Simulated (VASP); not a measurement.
# Si (a cell with a defect) in VASP: notebook

Runs on Si (a cell with a defect). Level: PBEsol. Tasks: single point, relaxation of the atoms.

All numbers are computed with VASP 6.6.1; they aren't measurements. Logs are shortened: lines on timing, memory, paths and dates and some standing lists are left out, and cuts for length are marked.

### Step 1. The structure

The cell holds a defect, 17 atoms: a = 7.679 Å, b = 7.679 Å, c = 7.679 Å, α = 60.00°, β = 60.00°, γ = 60.00°.

The cell was built by a generator and needn't be a form met in nature.

### Step 2. Single point, PBEsol

Contents of INCAR:

```
SYSTEM = Si
  ALGO = Fast
  EDIFF = 1E-7
  ENCUT = 520
  GGA = PS
  ISIF = 2
  ISMEAR = 0
  LASPH = .True.
  LCHARG = .False.
  LREAL = Auto
  LWAVE = .False.
  NBANDS = 48
  NELM = 100
  PREC = Accurate
  SIGMA = 0.05
```

Contents of KPOINTS:

```
k-points
0
Gamma
  2 2 2
  0 0 0
```

Contents of POSCAR:

```
Si
1.0
    0.0000000000      5.4300000000      5.4300000000
    5.4300000000      0.0000000000      5.4300000000
    5.4300000000      5.4300000000      0.0000000000
Si
17
Direct
   -0.0078836952     -0.0087045043      0.0248542105
    0.1227840657      0.1218320318      0.1349701920
    0.0015864976      0.0006118953      0.5073852206
    0.1163324938      0.1153268341      0.6524711007
    0.0185358150      0.4931648699     -0.0053484916
    0.1227529275      0.6199629476      0.1349700223
    0.0015868778      0.4898764662      0.5073767137
    0.1662497878      0.6064621895      0.6202153809
    0.4940525662      0.0177174036     -0.0054130055
    0.6208016989      0.1218627872      0.1349661851
    0.4908754251      0.0005988607      0.5073818005
    0.6074942309      0.1653218593      0.6201497156
    0.4940615958      0.4931764317     -0.0054025279
    0.6519347889      0.6511532975      0.0453437509
    0.5247932917      0.5238863300      0.4269333171
    0.6075419173      0.6064721313      0.6201617669
    0.7889312152      0.7880328685      0.6345474484
```

Potentials or basis: VASP PAW PBE potentials, release 64 (Si).

The run is started by

```console
> cat potpaw_PBE.64/Si/POTCAR > POTCAR
> mpirun -np 1 vasp_std > vasp.out
```

OUTCAR:

```text
SYSTEM = Si
   EDIFF = 1E-7
   ENCUT = 520
   GGA = PS
   ISIF = 2
   ISMEAR = 0
   LASPH = .True.
   LREAL = Auto
   NELM = 100
   PREC = Accurate

 ion  position               nearest neighbor table
   1  0.992  0.991  0.025-  10 2.33   2 2.33   6 2.33   4 2.33
   2  0.123  0.122  0.135-   1 2.33   9 2.33   5 2.33   3 2.34
   3  0.002  0.001  0.507-   2 2.34   4 2.35  17 2.40  12 2.48   8 2.48
   4  0.116  0.115  0.652-   1 2.33  11 2.35   3 2.35   7 2.35
   5  0.019  0.493  0.995-   2 2.33   6 2.33  14 2.35   8 2.35
   6  0.123  0.620  0.135-   1 2.33  13 2.33   5 2.33   7 2.34
   7  0.002  0.490  0.507-   6 2.34   4 2.35  17 2.40  16 2.48   8 2.48
   8  0.166  0.606  0.620-  15 2.30   5 2.35  17 2.48   7 2.48   3 2.48
   9  0.494  0.018  0.995-   2 2.33  10 2.33  14 2.35  12 2.35
  10  0.621  0.122  0.135-   1 2.33   9 2.33  13 2.33  11 2.34
  11  0.491  0.001  0.507-  10 2.34   4 2.35  17 2.40  12 2.48  16 2.48
  12  0.607  0.165  0.620-  15 2.30   9 2.35  17 2.48   3 2.48  11 2.48
  13  0.494  0.493  0.995-   6 2.33  10 2.33  14 2.35  16 2.35
  14  0.652  0.651  0.045-   9 2.35  13 2.35   5 2.35  15 2.39  17 2.58
  15  0.525  0.524  0.427-   8 2.30  12 2.30  16 2.30  14 2.39
  16  0.608  0.606  0.620-  15 2.30  13 2.35  17 2.48   7 2.48  11 2.48
  17  0.789  0.788  0.635-  11 2.40   3 2.40   7 2.40  12 2.48   8 2.48  16 2.48  14 2.58

  LATTYP: Found a face centered cubic cell.
 ALAT       =    10.8600000000

  Lattice vectors:

 A1 = (   0.0000000000,   5.4300000000,   5.4300000000)
 A2 = (   5.4300000000,   0.0000000000,   5.4300000000)
 A3 = (   5.4300000000,   5.4300000000,   0.0000000000)

Analysis of symmetry for initial positions (statically):
=====================================================================
 Subroutine PRICEL returns:
 Original cell was already a primitive cell.

 Routine SETGRP: Setting up the symmetry group for a
 face centered cubic supercell.

 Subroutine GETGRP returns: Found  1 space group operations
 (whereof  1 operations were pure point group operations)
 out of a pool of 48 trial point group operations.

The static configuration has the point symmetry C_1 .

Analysis of symmetry for dynamics (positions and initial velocities):
=====================================================================
 Subroutine PRICEL returns:
 Original cell was already a primitive cell.

 Routine SETGRP: Setting up the symmetry group for a
 face centered cubic supercell.

 Subroutine GETGRP returns: Found  1 space group operations
 (whereof  1 operations were pure point group operations)
 out of a pool of 48 trial point group operations.

The dynamic configuration has the point symmetry C_1 .

 Subroutine INISYM returns: Found  1 space group operations
 (whereof  1 operations are pure point group operations),
 and found     1 'primitive' translations

----------------------------------------------------------------------------------------

                                     Primitive cell

  volume of cell :     320.2060

  direct lattice vectors                    reciprocal lattice vectors
     0.000000000  5.430000000  5.430000000    -0.092081031  0.092081031  0.092081031
     5.430000000  0.000000000  5.430000000     0.092081031 -0.092081031  0.092081031
     5.430000000  5.430000000  0.000000000     0.092081031  0.092081031 -0.092081031

  length of vectors
     7.679179644  7.679179644  7.679179644     0.159489025  0.159489025  0.159489025

  position of ions in fractional coordinates (direct lattice)
     0.992116305  0.991295496  0.024854211
     0.122784066  0.121832032  0.134970192
     0.001586498  0.000611895  0.507385221
     0.116332494  0.115326834  0.652471101
     0.018535815  0.493164870  0.994651508
     0.122752928  0.619962948  0.134970022
[... 9 lines left out ...]
     0.607541917  0.606472131  0.620161767
     0.788931215  0.788032868  0.634547448

  ion indices of the primitive-cell ions
   primitive index   ion index
                 1           1
                 2           2
                 3           3
                 4           4
                 5           5
                 6           6
[... 9 lines left out ...]
                16          16
                17          17

----------------------------------------------------------------------------------------

 KPOINTS: k-points

Automatic generation of k-mesh.
 Grid dimensions read from file:
 generate k-points for:    2    2    2

 Generating k-lattice:

  Cartesian coordinates                     Fractional coordinates (reciprocal lattice)
    -0.046040516  0.046040516  0.046040516     0.500000000  0.000000000  0.000000000
     0.046040516 -0.046040516  0.046040516     0.000000000  0.500000000  0.000000000
     0.046040516  0.046040516 -0.046040516     0.000000000  0.000000000  0.500000000

  Length of vectors
     0.079744512  0.079744512  0.079744512

  Shift w.r.t. Gamma in fractional coordinates (k-lattice)
     0.000000000  0.000000000  0.000000000

 Subroutine IBZKPT returns following result:
 ===========================================

 Found      8 irreducible k-points:

 Following reciprocal coordinates:
            Coordinates               Weight
  0.000000  0.000000  0.000000      1.000000
  0.500000  0.000000  0.000000      1.000000
  0.000000  0.500000  0.000000      1.000000
  0.000000  0.000000  0.500000      1.000000
  0.500000  0.500000  0.500000      1.000000
  0.500000  0.500000  0.000000      1.000000
  0.000000  0.500000  0.500000      1.000000
  0.500000  0.000000  0.500000      1.000000
   k-points           NKPTS =      8   k-points in BZ     NKDIM =      8   number of bands    NBANDS=     48
   number of dos      NEDOS =    301   number of ions     NIONS =     17
   total plane-waves  NPLWV = 216000
   dimension x,y,z NGX =    60 NGY =   60 NGZ =   60
   dimension x,y,z NGXF=   120 NGYF=  120 NGZF=  120
   ions per type =              17
   NGX,Y,Z   is equivalent  to a cutoff of  12.99, 12.99, 12.99 a.u.
   NGXF,Y,Z  is equivalent  to a cutoff of  25.98, 25.98, 25.98 a.u.
 SYSTEM =  Si
   PREC   = accura    normal or accurate (medium, high low for compatibility)
   ISTART =      0    job   : 0-new  1-cont  2-samecut
   ICHARG =      2    charge: 1-file 2-atom 10-const
   ISPIN  =      1    spin polarized calculation?
   LNONCOLLINEAR =      F non collinear calculations
   LSORBIT =      F    spin-orbit coupling
   LASPH  =      T    aspherical Exc in radial PAW
   ENCUT  =  520.0 eV  38.22 Ry    6.18 a.u.  14.28 14.28 14.28*2*pi/ulx,y,z
   NELM   =    100;   NELMIN=  2; NELMDL= -5     # of ELM steps
   EDIFF  = 0.1E-06   stopping-criterion for ELM
   LREAL  =      T    real-space projection
   EDIFFG = 0.1E-05   stopping-criterion for IOM
   NSW    =      0    number of steps for IOM
   IBRION =     -1    ionic relax: 0-MD 1-quasi-New 2-CG
   NFREE  =      0    steps in history (QN), initial steepest desc. (CG)
   ISIF   =      2    stress and relaxation
   ISYM   =      2    0-nonsym 1-usesym 2-fastsym
   POTIM  = 0.5000    time-step for ionic-motion
   TEBEG  =    0.0;   TEEND  =   0.0 temperature during run
   PSTRESS=    0.0 pullay stress
   NELECT =      68.0000    total number of electrons
   NUPDOWN=      -1.0000    fix difference up-down
   EMIN   =  10.00;   EMAX   =-10.00  energy-range for DOS
   EFERMI =   0.00;   METHOD = LEGACY
   ISMEAR =     0;   SIGMA  =   0.05  broadening in eV -4-tet -1-fermi 0-gaus
   EFERMI_NEDOS =   21; number of points for ismear=-14 and -15
   IALGO  =     68    algorithm
   IMIX   =      4    mixing-type and parameters
     AMIX     =   0.40;   BMIX     =  1.00
     AMIX_MAG =   1.60;   BMIX_MAG =  1.00
  volume/ion in A,a.u.               =      18.84       127.11
  Fermi-wavevector in a.u.,A,eV,Ry     =   0.976715  1.845724 12.979587  0.953973
  Thomas-Fermi vector in A             =   2.107356
   LORBIT       =      0    0 simple, 1 ext, 2 COOP (PROOUT), +10 PAW based schemes
   GGA     = PS    functional components
   LHFCALC =     F    Hartree Fock is set to
   AEXX    =    0.0000 exact exchange contribution
   IVDW    =     0    specifies the selected vdW correction
   LEPSILON=     F    determine dielectric tensor
   LRPA    =     F    only Hartree local field effects (RPA)
 non-spin polarized calculation
 RMM-DIIS sequential band-by-band and
 Gauss-broadening in eV      SIGMA  =   0.05
  energy-cutoff  :      520.00
  volume of cell :      320.21
 maximum number of plane-waves:      8646
 NGX is ok and might be reduce to    60
   NGX = 29   NGY = 29   NGZ = 29

 number of electron      68.0000000 magnetization

 Free energy of the ion-electron system (eV)
  ---------------------------------------------------
  ext. energy  EPLUGINS =         0.00000000
  ---------------------------------------------------
  free energy    TOTEN  =       -93.67173857 eV

  energy without entropy =      -93.66115179  energy(sigma->0) =      -93.66644518

 E-fermi :   6.6762     XC(G=0):  -9.8256

 val. band max:        6.6031071537   @ k =   0.0000   0.0000   0.0000
 cond. band min:       6.6901633569   @ k =   0.0000   0.5000   0.5000
 fundamental gap:      0.0870562032
 Fermi energy:         6.6762057347

 k-point     1 :       0.0000    0.0000    0.0000
  band No.  band energies     occupation
      1      -6.2974      2.00000
      2      -3.9096      2.00000
      3      -3.6376      2.00000
      4      -3.6371      2.00000
      5      -3.4601      2.00000
      6      -2.8048      2.00000
[... 38 lines left out ...]
     45       8.3209      0.00000
     46       8.8023      0.00000

 k-point     2 :       0.5000    0.0000    0.0000
  band No.  band energies     occupation
      1      -5.8325      2.00000
      2      -5.0470      2.00000
      3      -3.6671      2.00000
      4      -3.4354      2.00000
      5      -3.2608      2.00000
      6      -3.0632      2.00000
[... 286 lines left out ...]
 k-point     8 :       0.5000    0.0000    0.5000
  band No.  band energies     occupation
      1      -5.6995      2.00000
      2      -4.7697      2.00000
      3      -4.0968      2.00000
      4      -3.8964      2.00000
      5      -3.8522      2.00000
      6      -3.6988      2.00000
[... 38 lines left out ...]
     45      10.1830      0.00000
     46      10.2888      0.00000
 [bands above 46 left out]

------------------------ aborting loop because EDIFF is reached ----------------------------------------

  FORCE on cell =-STRESS in cart. coord.  units (eV):
  Direction    XX          YY          ZZ          XY          YZ          ZX
  --------------------------------------------------------------------------------------
  -------------------------------------------------------------------------------------
  Total        4.8708461      4.8750016      4.8736878     -0.8815403      0.8854727      0.8767036
  in kB       24.3716819     24.3924744     24.3859007     -4.4108600      4.4305359      4.3866591
  external PRESSURE =      24.3833524 kB  Pullay stress =       0.0000000 kB

 VOLUME and BASIS-vectors are now :
 -----------------------------------------------------------------------------
  energy-cutoff  :      520.00
  volume of cell :      320.21
      direct lattice vectors                 reciprocal lattice vectors
     0.000000000  5.430000000  5.430000000    -0.092081031  0.092081031  0.092081031
     5.430000000  0.000000000  5.430000000     0.092081031 -0.092081031  0.092081031
     5.430000000  5.430000000  0.000000000     0.092081031  0.092081031 -0.092081031

 POSITION                                       TOTAL-FORCE (eV/Angst)
 -----------------------------------------------------------------------------------
      5.51769      5.52215     10.76993         0.013078      0.012493     -0.012750
      1.39444      1.39961      1.32827        -0.003929     -0.008788     -0.007370
      2.75842      2.76372      0.01194        -0.003761     -0.001578     -0.010054
      4.16914      4.17460      1.25791         0.000746      0.000063     -0.000385
      8.07884      5.50161      2.77853        -0.004118      0.007012      0.004801
      4.09929      1.39944      4.03295         0.006050     -0.007223      0.006048
[... 9 lines left out ...]
      6.66062      6.66643      6.59210        -0.006070     -0.007383      0.001386
      7.72461      7.72949      8.56291        -0.008861     -0.006211      0.006748
 -----------------------------------------------------------------------------------
    total drift:                                0.003014     -0.007114     -0.001772

  FREE ENERGIE OF THE ION-ELECTRON SYSTEM (eV)
  ---------------------------------------------------
  free  energy   TOTEN  =       -93.6717385650 eV

  energy  without entropy=      -93.6611517898  energy(sigma->0) =      -93.66644518
```

Wall time 4.5 min (1 thread of Intel Xeon 6975P-C (Granite Rapids), shared host); peak memory 0.47 GiB.

What came out:

```
Free energy            : -93.6717 eV
Pressure               : 2.4 GPa
Largest force          : 0.022 eV/Å
Band gap on the k mesh : none (metal or under the smearing width)
```

Forces in eV/Å, atoms in the order of the input:
```
Si   0.013  0.012 -0.013
Si  -0.004 -0.009 -0.007
Si  -0.004 -0.002 -0.010
Si   0.001  0.000  0.000
Si  -0.004  0.007  0.005
Si   0.006 -0.007  0.006
Si   0.010 -0.002  0.003
Si  -0.006 -0.002  0.007
Si   0.006 -0.005  0.006
Si  -0.006  0.008  0.008
Si  -0.003  0.010  0.002
Si  -0.001 -0.008  0.007
Si  -0.004 -0.005 -0.007
Si   0.007  0.012 -0.011
Si   0.003  0.003 -0.003
Si  -0.006 -0.007  0.001
Si  -0.009 -0.006  0.007
```

Caveat: the k mesh is coarse (spacing up to 0.50 Å⁻¹), so the values aren't converged; the PAW data sets were made with another functional, which shifts forces and pressure a little.

### Step 3. Relaxation of the atoms, PBEsol

Contents of INCAR:

```
SYSTEM = Si
ALGO = Fast
EDIFF = 1E-6
EDIFFG = -0.03
ENCUT = 520
GGA = PS
IBRION = 2
ISIF = 2
ISMEAR = 0
LASPH = .True.
LCHARG = .False.
LREAL = Auto
LWAVE = .False.
NELM = 80
NSW = 80
PREC = Accurate
SIGMA = 0.05
```

KPOINTS is that of step 2.

Contents of POSCAR:

```
Si
1.0
    0.0000000000      5.4300000000      5.4300000000
    5.4300000000      0.0000000000      5.4300000000
    5.4300000000      5.4300000000      0.0000000000
Si
17
Direct
    0.0000000000      0.0000000000      0.0000000000
    0.1250000000      0.1250000000      0.1250000000
    0.0000000000      0.0000000000      0.5000000000
    0.1250000000      0.1250000000      0.6250000000
    0.0000000000      0.5000000000      0.0000000000
    0.1250000000      0.6250000000      0.1250000000
    0.0000000000      0.5000000000      0.5000000000
    0.1250000000      0.6250000000      0.6250000000
    0.5000000000      0.0000000000      0.0000000000
    0.6250000000      0.1250000000      0.1250000000
    0.5000000000      0.0000000000      0.5000000000
    0.6250000000      0.1250000000      0.6250000000
    0.5000000000      0.5000000000      0.0000000000
    0.6250000000      0.6250000000      0.1250000000
    0.5000000000      0.5000000000      0.5000000000
    0.6250000000      0.6250000000      0.6250000000
    0.8224315000      0.8067547000      0.5555628000
```

Potentials or basis: VASP PAW PBE potentials, release 64 (Si).

The run is started by

```console
> cat potpaw_PBE.64/Si/POTCAR > POTCAR
> mpirun -np 1 vasp_std > vasp.out
```

Wall time 55 min (1 thread of Intel Xeon 6975P-C (Granite Rapids), shared host); peak memory 0.52 GiB.

It converged, with:

* Free energy: -93.6712 eV
* Energy gained by relaxing: 62.2 meV/atom
* Ionic steps: 61
* Pressure after relaxing: 2.4 GPa
* Largest force after relaxing: 0.024 eV/Å
* Band gap on the k mesh: none (metal or under the smearing width)

Forces on the atoms (eV/Å):
```
Si  -0.011 -0.018  0.012
Si  -0.005  0.006 -0.009
Si  -0.002 -0.003  0.000
Si  -0.011 -0.003  0.007
Si   0.007  0.008 -0.006
Si   0.008  0.005  0.002
Si   0.004 -0.007  0.006
Si   0.002  0.004  0.000
Si   0.015 -0.004  0.000
Si  -0.002  0.014 -0.002
Si   0.003 -0.003  0.000
Si   0.001 -0.003 -0.002
Si   0.004 -0.001 -0.012
Si  -0.010 -0.005  0.010
Si  -0.013 -0.001  0.004
Si   0.005 -0.002 -0.003
Si   0.004  0.013 -0.007
```

Stress tensor (GPa, compression positive):
```
 2.40 -0.42  0.43
-0.42  2.42  0.42
 0.43  0.42  2.41
```

Step by step:
| step | energy change (eV) | largest force (eV/Å) | pressure (GPa) |
| --- | --- | --- | --- |
| 1 | 0.0000 | 2.7599 | 5.76 |
| 3 | -0.7027 | 0.7619 | 4.46 |
| 5 | -0.7925 | 0.4503 | 4.25 |
| 7 | -0.8361 | 0.2514 | 4.12 |
| 9 | -0.9266 | 0.3976 | 3.79 |
| 11 | -0.9375 | 0.5836 | 3.59 |
| 13 | -0.9904 | 0.3515 | 3.21 |
| 15 | -1.0057 | 0.1618 | 2.85 |
| 17 | -1.0116 | 0.1023 | 2.79 |
| 19 | -1.0145 | 0.0554 | 2.77 |
| 21 | -1.0152 | 0.0361 | 2.76 |
| 23 | -1.0158 | 0.0423 | 2.74 |
| 25 | -1.0167 | 0.0352 | 2.68 |
| 27 | -1.0174 | 0.0436 | 2.62 |
| 29 | -1.0180 | 0.0453 | 2.57 |
| 31 | -1.0181 | 0.0923 | 2.41 |
| 33 | -1.0194 | 0.0383 | 2.46 |
| 35 | -1.0198 | 0.0413 | 2.41 |
| 37 | -1.0205 | 0.0316 | 2.35 |
| 39 | -1.0217 | 0.0520 | 2.28 |
| 41 | -1.0218 | 0.0701 | 2.26 |
| 43 | -1.0230 | 0.0597 | 2.21 |
| 45 | -1.0234 | 0.0732 | 2.18 |
| 47 | -1.0258 | 0.1126 | 2.11 |
| 49 | -1.0303 | 0.1630 | 2.03 |
| 51 | -1.0368 | 0.1389 | 1.99 |
| 53 | -1.0416 | 0.1147 | 2.04 |
| 55 | -1.0484 | 0.1271 | 2.19 |
| 57 | -1.0547 | 0.0680 | 2.30 |
| 59 | -1.0569 | 0.0414 | 2.38 |
| 61 | -1.0575 | 0.0236 | 2.41 |

Final structure:
```
CELL_PARAMETERS angstrom
0.00000 5.43000 5.43000
5.43000 0.00000 5.43000
5.43000 5.43000 0.00000
ATOMIC_POSITIONS crystal
Si 0.97395 0.97290 0.07973
Si 0.13234 0.13158 0.12930
Si 0.01914 0.01800 0.50395
Si 0.10118 0.10013 0.69803
Si 0.00497 0.50287 0.98876
Si 0.13236 0.60627 0.12927
Si 0.01914 0.45830 0.50393
Si 0.13473 0.62404 0.61644
Si 0.50374 0.00394 0.98907
Si 0.60728 0.13156 0.12923
Si 0.45944 0.01808 0.50385
Si 0.62500 0.13405 0.61670
Si 0.50375 0.50285 0.98891
Si 0.63369 0.63280 0.10020
Si 0.50938 0.50887 0.47258
Si 0.62519 0.62378 0.61656
Si 0.83715 0.83673 0.48905
```

Levels at points of the mesh, in eV from the Fermi level:
```csv
k point,band 31,band 32,band 33,band 34,band 35,band 36,band 37,band 38
"(0.00, 0.00, 0.00)",-1.11,-0.67,-0.66,-0.43,-0.08,-0.08,0.24,0.24
"(0.50, 0.00, 0.00)",-1.32,-1.29,-0.81,-0.17,0.20,0.68,0.89,1.02
"(0.00, 0.50, 0.00)",-1.32,-1.29,-0.81,-0.17,0.20,0.68,0.89,1.02
"(0.00, 0.00, 0.50)",-1.30,-1.24,-1.24,-0.28,0.35,0.35,1.16,1.16
"(0.50, 0.50, 0.50)",-1.32,-1.29,-0.81,-0.17,0.20,0.68,0.89,1.02
"(0.50, 0.50, 0.00)",-1.83,-1.65,-0.77,0.01,0.38,1.27,1.46,1.57
"(0.00, 0.50, 0.50)",-1.83,-1.65,-0.77,0.01,0.38,1.27,1.46,1.57
"(0.50, 0.00, 0.50)",-1.83,-1.65,-0.77,0.01,0.38,1.27,1.46,1.57
```

Caveat: the k mesh is coarse (spacing up to 0.50 Å⁻¹), so the values aren't converged; the PAW data sets were made with another functional, which shifts forces and pressure a little.

[end of part 1 of 2]
